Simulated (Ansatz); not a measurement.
One structure, 3 elements: MoS2, MoSe2, Te2Mo

Plane-wave DFT in Ansatz with scalar-relativistic PAW potentials, cutoff 500 eV, Γ-centred meshes chosen by cell and gap, Gaussian smearing with energies taken to zero width. Every cell was relaxed (cell and atoms) in a run of its own, within the symmetry of its start. Functional: r2SCAN.

All members share space group P6_3/mmc and the same sites; only the element on one set of sites changes (S, Se, Te). Members needn't be the stable form of their composition. Energies over the elements, where given, are against the elements' standard states in the same functional (H₂, N₂, O₂ and halogens uncorrected, Hg as a solid). The first member:

Space group P6_3/mmc (No. 194). a = 3.184 Å, b = 3.184 Å, c = 12.990 Å, α = 90.00°, β = 90.00°, γ = 120.00°
```csv
atom,site,symmetry,x,y,z
Mo,2d,-6m2,0.6667,0.3333,0.2500
S,4f,3m.,0.6667,0.3333,0.6305
```

| compound | V (Å³/atom) | a (Å) | c (Å) | gap on mesh (eV) | energy over elements (eV/atom) |
| --- | --- | --- | --- | --- | --- |
| MoS2 | 19.01 | 3.184 | 12.990 | 1.16 | -0.977 |
| Te2Mo | 27.00 | 3.563 | 14.732 | 1.06 | -0.303 |

Task: Predict the member with Se.

Result: V (Å³/atom) 21.71, a (Å) 3.320, c (Å) 13.645, gap on mesh (eV) 1.21, energy over elements (eV/atom) -0.749. Interpolating linearly in period between S and Te would give 23.00 Å³/atom (6.0 % too large) and a gap of 1.11 eV, with -0.640 eV/atom over the elements. Over the whole series the volume grows at each step down the group; the gap has no steady trend; binding against the elements weakens. Less electronegative, larger anions gain less from charge transfer and lattice energy, in line with the weaker binding.

Spin-orbit coupling is left out, which matters for the bands of heavy elements. Each cell of MoS2, MoSe2, Te2Mo holds layers, and where no dispersion correction was added their binding is poorly described.